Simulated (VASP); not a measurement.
# From one sheet to two: InSe monolayer, part 6 of 8

Aim: relax InSe monolayer, place its levels against the vacuum, then find how two sheets stack and bind.

VASP 6.6.1, plane waves and PAW; the level of theory is named at each step.

So far. Step 15 (Series over the interlayer distance, gap between the …): Energy at zero smearing: -30.42010 eV.

## Step 16: Series over the interlayer distance, gap between the sheets 2.892

Level of this step: PBE with D3(BJ); plane waves and PAW (In, Se) (VASP).

File INCAR:

```
SYSTEM = InSe
PREC = Normal
ENCUT = 350
EDIFF = 1E-06
NELM = 120
ISMEAR = 0
SIGMA = 0.03
LREAL = .FALSE.
ALGO = Fast
GGA = PE
IVDW = 12
NBANDS = 26
LORBIT = 11
LWAVE = .FALSE.
LCHARG = .FALSE.
KPAR = 4
IDIPOL = 3
LDIPOL = .TRUE.
DIPOL = 0.5 0.5 0.5
```

File POSCAR:

```
InSe
1.0
    4.0377204441      0.0000000000      0.0000000000
   -2.0188602220      3.4967684780      0.0000000000
    0.0000000000      0.0000000000     30.8909184944
In Se
4 4
Direct
    0.3333333300      0.6666666700      0.3208968460
    0.3333333300      0.6666666700      0.4111136815
    0.3333333300      0.6666666700      0.5888863185
    0.3333333300      0.6666666700      0.6791031540
    0.6666666700      0.3333333300      0.2787093200
    0.6666666700      0.3333333300      0.4531911036
    0.0000000000      0.0000000000      0.5468088964
    0.0000000000      0.0000000000      0.7212906800
```

File KPOINTS:

```
Automatic mesh
0
Gamma
9 9 1
0 0 0
```

PAW data sets: In and Se (PBE family, release 64).

Launch:

```sh
mpirun -np 4 vasp_std
```

What it wrote:

```text
[... set-up lines as in an earlier step ...]
 entering main loop
       N       E                     dE             d eps       ncg     rms          rms(c)
DAV:   1     0.197354637856E+03    0.19735E+03   -0.94469E+03   624   0.743E+02
[... 4 cycles as in an earlier step ...]
RMM:   6    -0.284576629679E+02    0.89059E+00   -0.12712E+00   640   0.348E+00    0.551E+00
[... 1 cycle as in an earlier step ...]
RMM:   8    -0.283479635637E+02    0.41730E-01   -0.17299E-01   661   0.159E+00    0.277E-01
[... 1 cycle as in an earlier step ...]
RMM:  10    -0.283476072032E+02   -0.32038E-03   -0.34990E-03   838   0.222E-01    0.139E-01
[... 2 cycles as in an earlier step ...]
RMM:  13    -0.283478773404E+02   -0.73508E-04   -0.16323E-04   775   0.459E-02    0.187E-02
RMM:  14    -0.283478722865E+02    0.50539E-05   -0.24397E-05   819   0.204E-02    0.830E-03
[... 1 cycle as in an earlier step ...]
RMM:  16    -0.283479394067E+02   -0.33554E-04   -0.74730E-06   661   0.910E-03    0.777E-03
RMM:  17    -0.283479503205E+02   -0.10914E-04   -0.24453E-06   583   0.483E-03    0.375E-03
RMM:  18    -0.283479560703E+02   -0.57497E-05   -0.49845E-06   688   0.632E-03    0.143E-03
RMM:  19    -0.283479606289E+02   -0.45586E-05   -0.52916E-07   487   0.286E-03    0.657E-04
RMM:  20    -0.283479630636E+02   -0.24348E-05   -0.13282E-07   351   0.129E-03    0.487E-04
RMM:  21    -0.283479671130E+02   -0.40494E-05   -0.18948E-07   338   0.136E-03    0.352E-04
RMM:  22    -0.283479683936E+02   -0.12807E-05   -0.31871E-08   254   0.104E-03    0.285E-04
RMM:  23    -0.283479690388E+02   -0.64515E-06   -0.20927E-08   233   0.100E-03
   1 F= -.30428328E+02 E0= -.30428328E+02  d E =-.160816E-15
```

Wall time 11 s (4 MPI ranks of Intel Xeon 6975P-C (Granite Rapids), shared host); peak memory 1 GiB.

OUTCAR, selected parts (step 16):

```text
 Edisp (eV)   -2.08036

  Total       0.18027     0.18027    -0.05002     0.00000     0.00000     0.00000
  in kB       0.66223     0.66223    -0.18374     0.00000     0.00000     0.00000
  external pressure =        0.38 kB  Pullay stress =        0.00 kB

 POSITION                                       TOTAL-FORCE (eV/Angst)
 -----------------------------------------------------------------------------------
     -0.00000      2.33118      9.91280         0.000000     -0.000000      0.008935
     -0.00000      2.33118     12.69968         0.000000     -0.000000     -0.004541
     -0.00000      2.33118     18.19124        -0.000000      0.000000      0.004541
     -0.00000      2.33118     20.97812        -0.000000      0.000000     -0.008935
      2.01886      1.16559      8.60959         0.000000      0.000000     -0.004990
      2.01886      1.16559     13.99949         0.000000      0.000000      0.003583
      0.00000      0.00000     16.89143        -0.000000     -0.000000     -0.003583
      0.00000      0.00000     22.28133         0.000000      0.000000      0.004990
 -----------------------------------------------------------------------------------
    total drift:                               -0.000015      0.000009      0.000000

  FREE ENERGIE OF THE ION-ELECTRON SYSTEM (eV)
  ---------------------------------------------------
  free  energy   TOTEN  =       -30.4283282793 eV

  energy  without entropy=      -30.4283282793  energy(sigma->0) =      -30.42832828

[... 2 parts as in an earlier step ...]

[... 1 further part left out ...]
[key lines of the parts left out:]
E-fermi :  -1.0620
```

Energy at zero smearing: -30.42833 eV.

## Step 17: Series over the interlayer distance, gap between the sheets 3.092

INCAR is that of step 16.

File POSCAR:

```
InSe
1.0
    4.0377204441      0.0000000000      0.0000000000
   -2.0188602220      3.4967684780      0.0000000000
    0.0000000000      0.0000000000     30.8909184944
In Se
4 4
Direct
    0.3333333300      0.6666666700      0.3176596486
    0.3333333300      0.6666666700      0.4078764841
    0.3333333300      0.6666666700      0.5921235159
    0.3333333300      0.6666666700      0.6823403514
    0.6666666700      0.3333333300      0.2754721226
    0.6666666700      0.3333333300      0.4499539062
    0.0000000000      0.0000000000      0.5500460938
    0.0000000000      0.0000000000      0.7245278774
```

KPOINTS is that of step 16.

Launch:

```sh
mpirun -np 4 vasp_std
```

What it wrote:

```text
[... set-up lines as in an earlier step ...]
 entering main loop
       N       E                     dE             d eps       ncg     rms          rms(c)
DAV:   1     0.196240977736E+03    0.19624E+03   -0.94469E+03   624   0.743E+02
DAV:   2    -0.242011420576E+01   -0.19866E+03   -0.19251E+03   882   0.152E+02
DAV:   3    -0.285703107080E+02   -0.26150E+02   -0.25929E+02   824   0.610E+01
DAV:   4    -0.293578633307E+02   -0.78755E+00   -0.78571E+00   758   0.126E+01
[...]
RMM:  21    -0.283747647550E+02   -0.36581E-05   -0.18277E-07   348   0.136E-03    0.284E-04
RMM:  22    -0.283747665189E+02   -0.17640E-05   -0.70580E-08   291   0.121E-03    0.479E-04
RMM:  23    -0.283747671866E+02   -0.66767E-06   -0.21542E-08   238   0.994E-04
   1 F= -.30421323E+02 E0= -.30421323E+02  d E =-.180853E-17
```

Wall time 11 s (4 MPI ranks); peak memory 1 GiB.

From OUTCAR (step 17):

```text
 Edisp (eV)   -2.04656

  Total       0.06249     0.06249    -0.25701     0.00000     0.00000     0.00000
  in kB       0.22954     0.22954    -0.94411     0.00000     0.00000     0.00000
  external pressure =       -0.16 kB  Pullay stress =        0.00 kB

 POSITION                                       TOTAL-FORCE (eV/Angst)
 -----------------------------------------------------------------------------------
     -0.00000      2.33118      9.81280         0.000000     -0.000000      0.010119
     -0.00000      2.33118     12.59968        -0.000000      0.000000      0.003797
     -0.00000      2.33118     18.29124         0.000000     -0.000000     -0.003797
     -0.00000      2.33118     21.07812        -0.000000      0.000000     -0.010119
      2.01886      1.16559      8.50959        -0.000000      0.000000     -0.005564
      2.01886      1.16559     13.89949         0.000000      0.000000      0.053335
      0.00000      0.00000     16.99143        -0.000000     -0.000000     -0.053335
      0.00000      0.00000     22.38133         0.000000     -0.000000      0.005564
 -----------------------------------------------------------------------------------
    total drift:                               -0.000015      0.000009      0.000000

  FREE ENERGIE OF THE ION-ELECTRON SYSTEM (eV)
  ---------------------------------------------------
  free  energy   TOTEN  =       -30.4213233605 eV

  energy  without entropy=      -30.4213233605  energy(sigma->0) =      -30.42132336

[... 2 parts as in an earlier step ...]

[... 1 further part left out ...]
[key lines of the parts left out:]
E-fermi :  -1.1074
```

Energy at zero smearing: -30.42132 eV.

## Step 18: Series over the interlayer distance, gap between the sheets 3.392

INCAR is that of step 17.

File POSCAR:

```
InSe
1.0
    4.0377204441      0.0000000000      0.0000000000
   -2.0188602220      3.4967684780      0.0000000000
    0.0000000000      0.0000000000     30.8909184944
In Se
4 4
Direct
    0.3333333300      0.6666666700      0.3128038526
    0.3333333300      0.6666666700      0.4030206881
    0.3333333300      0.6666666700      0.5969793119
    0.3333333300      0.6666666700      0.6871961474
    0.6666666700      0.3333333300      0.2706163266
    0.6666666700      0.3333333300      0.4450981102
    0.0000000000      0.0000000000      0.5549018898
    0.0000000000      0.0000000000      0.7293836734
```

KPOINTS is that of step 17.

Launch:

```sh
mpirun -np 4 vasp_std
```

What it wrote:

```text
[... set-up lines as in an earlier step ...]
 entering main loop
       N       E                     dE             d eps       ncg     rms          rms(c)
DAV:   1     0.194808714724E+03    0.19481E+03   -0.94456E+03   624   0.743E+02
DAV:   2    -0.220496899603E+01   -0.19701E+03   -0.19086E+03   864   0.152E+02
DAV:   3    -0.285802970699E+02   -0.26375E+02   -0.26156E+02   814   0.612E+01
DAV:   4    -0.293848076777E+02   -0.80451E+00   -0.80268E+00   762   0.127E+01
[...]
RMM:  22    -0.283957330314E+02   -0.36690E-05   -0.47267E-07   458   0.200E-03    0.137E-03
RMM:  23    -0.283957340686E+02   -0.10372E-05   -0.40934E-08   252   0.111E-03    0.621E-04
RMM:  24    -0.283957343269E+02   -0.25825E-06   -0.89530E-08   302   0.129E-03
   1 F= -.30395349E+02 E0= -.30395349E+02  d E =-.764719E-16
```

It took 11 s on 4 MPI ranks; peak memory 1 GiB; 41 s of CPU time.

Parts of OUTCAR (step 18):

```text
 Edisp (eV)   -1.99961

  Total      -0.02845    -0.02845    -0.42134    -0.00000     0.00000     0.00000
  in kB      -0.10452    -0.10452    -1.54780    -0.00000     0.00000     0.00000
  external pressure =       -0.59 kB  Pullay stress =        0.00 kB

 POSITION                                       TOTAL-FORCE (eV/Angst)
 -----------------------------------------------------------------------------------
     -0.00000      2.33118      9.66280        -0.000000     -0.000000      0.011572
     -0.00000      2.33118     12.44968         0.000000     -0.000000      0.006243
     -0.00000      2.33118     18.44124        -0.000000      0.000000     -0.006243
     -0.00000      2.33118     21.22812         0.000000      0.000000     -0.011572
      2.01886      1.16559      8.35959         0.000000     -0.000000     -0.006876
      2.01886      1.16559     13.74949         0.000000     -0.000000      0.092613
      0.00000      0.00000     17.14143        -0.000000      0.000000     -0.092613
      0.00000      0.00000     22.53133        -0.000000     -0.000000      0.006876
 -----------------------------------------------------------------------------------
    total drift:                               -0.000015      0.000009      0.000000

  FREE ENERGIE OF THE ION-ELECTRON SYSTEM (eV)
  ---------------------------------------------------
  free  energy   TOTEN  =       -30.3953490831 eV

  energy  without entropy=      -30.3953490831  energy(sigma->0) =      -30.39534908

[... 2 parts as in an earlier step ...]

[... 1 further part left out ...]
[key lines of the parts left out:]
E-fermi :  -1.1947
```

Energy at zero smearing: -30.39535 eV.

## Step 19: Series over the interlayer distance, gap between the sheets 3.892

INCAR is that of step 18.

File POSCAR:

```
InSe
1.0
    4.0377204441      0.0000000000      0.0000000000
   -2.0188602220      3.4967684780      0.0000000000
    0.0000000000      0.0000000000     30.8909184944
In Se
4 4
Direct
    0.3333333300      0.6666666700      0.3047108592
    0.3333333300      0.6666666700      0.3949276947
    0.3333333300      0.6666666700      0.6050723053
    0.3333333300      0.6666666700      0.6952891408
    0.6666666700      0.3333333300      0.2625233332
    0.6666666700      0.3333333300      0.4370051168
    0.0000000000      0.0000000000      0.5629948832
    0.0000000000      0.0000000000      0.7374766668
```

KPOINTS is that of step 18.

Launch:

```sh
mpirun -np 4 vasp_std
```

What it wrote:

```text
[... set-up lines as in an earlier step ...]
 entering main loop
       N       E                     dE             d eps       ncg     rms          rms(c)
DAV:   1     0.193088151029E+03    0.19309E+03   -0.94412E+03   624   0.743E+02
DAV:   2    -0.225060516286E+01   -0.19534E+03   -0.18948E+03   850   0.152E+02
DAV:   3    -0.285914223917E+02   -0.26341E+02   -0.26132E+02   808   0.612E+01
DAV:   4    -0.293998832078E+02   -0.80846E+00   -0.80635E+00   778   0.128E+01
[...]
RMM:  21    -0.284062580281E+02   -0.21600E-05   -0.97236E-08   295   0.124E-03    0.240E-04
RMM:  22    -0.284062617316E+02   -0.37035E-05   -0.44480E-07   420   0.194E-03    0.114E-03
RMM:  23    -0.284062623522E+02   -0.62067E-06   -0.29083E-08   243   0.107E-03
   1 F= -.30340106E+02 E0= -.30340106E+02  d E =-.617243E-12
```

Wall time 10 s (4 MPI ranks); peak memory 1 GiB.

OUTCAR, selected parts (step 19):

```text
 Edisp (eV)   -1.93384

  Total      -0.06594    -0.06594    -0.48020    -0.00000     0.00000     0.00000
  in kB      -0.24224    -0.24224    -1.76400    -0.00000     0.00000     0.00000
  external pressure =       -0.75 kB  Pullay stress =        0.00 kB

 POSITION                                       TOTAL-FORCE (eV/Angst)
 -----------------------------------------------------------------------------------
     -0.00000      2.33118      9.41280         0.000000     -0.000000      0.013559
     -0.00000      2.33118     12.19968         0.000000     -0.000000     -0.000690
     -0.00000      2.33118     18.69124        -0.000000      0.000000      0.000690
     -0.00000      2.33118     21.47812         0.000000      0.000000     -0.013559
      2.01886      1.16559      8.10959        -0.000000      0.000000     -0.008238
      2.01886      1.16559     13.49949        -0.000000     -0.000000      0.103561
      0.00000      0.00000     17.39143         0.000000     -0.000000     -0.103561
      0.00000      0.00000     22.78133         0.000000     -0.000000      0.008238
 -----------------------------------------------------------------------------------
    total drift:                               -0.000015      0.000009      0.000000

  FREE ENERGIE OF THE ION-ELECTRON SYSTEM (eV)
  ---------------------------------------------------
  free  energy   TOTEN  =       -30.3401059329 eV

  energy  without entropy=      -30.3401059329  energy(sigma->0) =      -30.34010593

[... 2 parts as in an earlier step ...]

[... 1 further part left out ...]
[key lines of the parts left out:]
E-fermi :  -1.3192
```

Energy at zero smearing: -30.34011 eV.

## Step 20: Series over the interlayer distance, gap between the sheets 4.492

INCAR is that of step 19.

File POSCAR:

```
InSe
1.0
    4.0377204441      0.0000000000      0.0000000000
   -2.0188602220      3.4967684780      0.0000000000
    0.0000000000      0.0000000000     30.8909184944
In Se
4 4
Direct
    0.3333333300      0.6666666700      0.2949992671
    0.3333333300      0.6666666700      0.3852161026
    0.3333333300      0.6666666700      0.6147838974
    0.3333333300      0.6666666700      0.7050007329
    0.6666666700      0.3333333300      0.2528117411
    0.6666666700      0.3333333300      0.4272935247
    0.0000000000      0.0000000000      0.5727064753
    0.0000000000      0.0000000000      0.7471882589
```

KPOINTS is that of step 19.

Launch:

```sh
mpirun -np 4 vasp_std
```

What it wrote:

```text
[... set-up lines as in an earlier step ...]
 entering main loop
       N       E                     dE             d eps       ncg     rms          rms(c)
DAV:   1     0.191750719364E+03    0.19175E+03   -0.94353E+03   624   0.743E+02
DAV:   2    -0.257501184258E+01   -0.19433E+03   -0.18844E+03   876   0.151E+02
DAV:   3    -0.285991528713E+02   -0.26024E+02   -0.25824E+02   804   0.609E+01
DAV:   4    -0.294044858668E+02   -0.80533E+00   -0.80317E+00   768   0.126E+01
[...]
RMM:  21    -0.284057262681E+02   -0.41208E-05   -0.22976E-07   427   0.185E-03    0.378E-04
RMM:  22    -0.284057295987E+02   -0.33307E-05   -0.59757E-07   474   0.219E-03    0.154E-03
RMM:  23    -0.284057305399E+02   -0.94113E-06   -0.34678E-08   252   0.101E-03
   1 F= -.30282716E+02 E0= -.30282716E+02  d E =-.148763E-15
```

Run time: 11 s. Hardware: 4 MPI ranks; peak memory 1 GiB; 40 s of CPU time.

OUTCAR, selected parts (step 20):

```text
 Edisp (eV)   -1.87699

  Total      -0.04738    -0.04738    -0.38428    -0.00000    -0.00000     0.00000
  in kB      -0.17406    -0.17406    -1.41165    -0.00000    -0.00000     0.00000
  external pressure =       -0.59 kB  Pullay stress =        0.00 kB

 POSITION                                       TOTAL-FORCE (eV/Angst)
 -----------------------------------------------------------------------------------
     -0.00000      2.33118      9.11280         0.000000     -0.000000      0.013870
     -0.00000      2.33118     11.89968        -0.000000     -0.000000     -0.011370
     -0.00000      2.33118     18.99124         0.000000     -0.000000      0.011370
     -0.00000      2.33118     21.77812        -0.000000     -0.000000     -0.013870
      2.01886      1.16559      7.80959         0.000000     -0.000000     -0.009134
      2.01886      1.16559     13.19949        -0.000000     -0.000000      0.087449
      0.00000      0.00000     17.69143        -0.000000      0.000000     -0.087449
      0.00000      0.00000     23.08133         0.000000      0.000000      0.009134
 -----------------------------------------------------------------------------------
    total drift:                               -0.000015      0.000009      0.000000

  FREE ENERGIE OF THE ION-ELECTRON SYSTEM (eV)
  ---------------------------------------------------
  free  energy   TOTEN  =       -30.2827161358 eV

  energy  without entropy=      -30.2827161358  energy(sigma->0) =      -30.28271614

[... 2 parts as in an earlier step ...]

[... 1 further part left out ...]
[key lines of the parts left out:]
E-fermi :  -1.3678
```

Energy at zero smearing: -30.28272 eV.

## Step 21: Series over the interlayer distance, gap between the sheets 5.392

INCAR is that of step 20.

File POSCAR:

```
InSe
1.0
    4.0377204441      0.0000000000      0.0000000000
   -2.0188602220      3.4967684780      0.0000000000
    0.0000000000      0.0000000000     30.8909184944
In Se
4 4
Direct
    0.3333333300      0.6666666700      0.2804318789
    0.3333333300      0.6666666700      0.3706487144
    0.3333333300      0.6666666700      0.6293512856
    0.3333333300      0.6666666700      0.7195681211
    0.6666666700      0.3333333300      0.2382443529
    0.6666666700      0.3333333300      0.4127261365
    0.0000000000      0.0000000000      0.5872738635
    0.0000000000      0.0000000000      0.7617556471
```

KPOINTS is that of step 20.

Launch:

```sh
mpirun -np 4 vasp_std
```

What it wrote:

```text
[... set-up lines as in an earlier step ...]
 entering main loop
       N       E                     dE             d eps       ncg     rms          rms(c)
DAV:   1     0.190600416457E+03    0.19060E+03   -0.94255E+03   624   0.743E+02
DAV:   2    -0.339189382274E+01   -0.19399E+03   -0.18851E+03   886   0.151E+02
DAV:   3    -0.286481628597E+02   -0.25256E+02   -0.25063E+02   790   0.602E+01
DAV:   4    -0.294051684159E+02   -0.75701E+00   -0.75475E+00   760   0.122E+01
[...]
RMM:  19    -0.284015917711E+02   -0.47546E-05   -0.53044E-07   472   0.306E-03    0.222E-03
RMM:  20    -0.284016019884E+02   -0.10217E-04   -0.16496E-06   544   0.385E-03    0.176E-03
RMM:  21    -0.284016029203E+02   -0.93193E-06   -0.13171E-07   386   0.156E-03
   1 F= -.30228957E+02 E0= -.30228957E+02  d E =-.456527E-12
```

Run time: 10 s. Hardware: 4 MPI ranks; peak memory 1 GiB.

From OUTCAR (step 21):

```text
 Edisp (eV)   -1.82735

  Total      -0.00523    -0.00523    -0.20920    -0.00000     0.00000     0.00000
  in kB      -0.01923    -0.01923    -0.76849    -0.00000     0.00000     0.00000
  external pressure =       -0.27 kB  Pullay stress =        0.00 kB

 POSITION                                       TOTAL-FORCE (eV/Angst)
 -----------------------------------------------------------------------------------
     -0.00000      2.33118      8.66280         0.000000     -0.000000      0.012930
     -0.00000      2.33118     11.44968         0.000000      0.000000     -0.022450
     -0.00000      2.33118     19.44124        -0.000000     -0.000000      0.022450
     -0.00000      2.33118     22.22812        -0.000000      0.000000     -0.012930
      2.01886      1.16559      7.35959        -0.000000      0.000000     -0.009853
      2.01886      1.16559     12.74949         0.000000      0.000000      0.060757
      0.00000      0.00000     18.14143        -0.000000     -0.000000     -0.060757
      0.00000      0.00000     23.53133         0.000000     -0.000000      0.009853
 -----------------------------------------------------------------------------------
    total drift:                               -0.000015      0.000009      0.000000

  FREE ENERGIE OF THE ION-ELECTRON SYSTEM (eV)
  ---------------------------------------------------
  free  energy   TOTEN  =       -30.2289571864 eV

  energy  without entropy=      -30.2289571864  energy(sigma->0) =      -30.22895719

[... 2 parts as in an earlier step ...]

[... 1 further part left out ...]
[key lines of the parts left out:]
E-fermi :  -1.4457
```

Energy at zero smearing: -30.22896 eV.

(Continued in part 7 of 8.)

[Lines on the potential files, build, host, timing and source positions are cut from VASP's logs without a mark.]

[Logs are printed without paths, hosts, clocks, repeated set-up lines and the standing remarks that a program may print on its own settings, such as how far it seeks lower states.]

[Hosts, paths, dates, database ids (printed as entryN), source tags and the programs' standing remarks are cut or masked in the printed files.]

[Runs that stopped without an error message from VASP are left out.]
